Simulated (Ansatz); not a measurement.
## Stability checks on a candidate for AgCl

It was reached by relaxing an invented guess, and it needn't be the stable form of this composition.

Theory: DFT PBE, scalar-relativistic, plane waves, PAW (Ansatz 0.2.0). Plane waves to 420 eV, a 10×10×10 mesh through Γ for the 2-atom cell and 0.02 eV Gaussian smearing; no spin polarisation.

```yaml
crystal:
  lattice:
    - [-2.14824, 2.14824, 3.01181]
    - [2.14824, -2.14824, 3.01181]
    - [2.14824, 2.14824, -3.01181]
  atoms:
    - { symbol: Ag, position: [0.00000, 0.00000, 0.00000] }
    - { symbol: Cl, position: [0.25000, 0.75000, 0.50000] }
```

Formation energies are uncorrected and refer to the elements' standard structures at the same level (Cl₂ as a molecule).

Problem. These tests were run: energy against the elements; phonons at Γ. What do they show?

Solution.

```tsv
test	result
energy against the elements	−0.476 eV/atom
phonons at Γ	lowest optical mode 119 cm⁻¹
```

It fails none of these tests. Other phases of the system weren't compared here, so this isn't yet thermodynamic stability. Phonons away from Γ weren't computed.

The run for the phonons used a 10×10×10 k mesh.
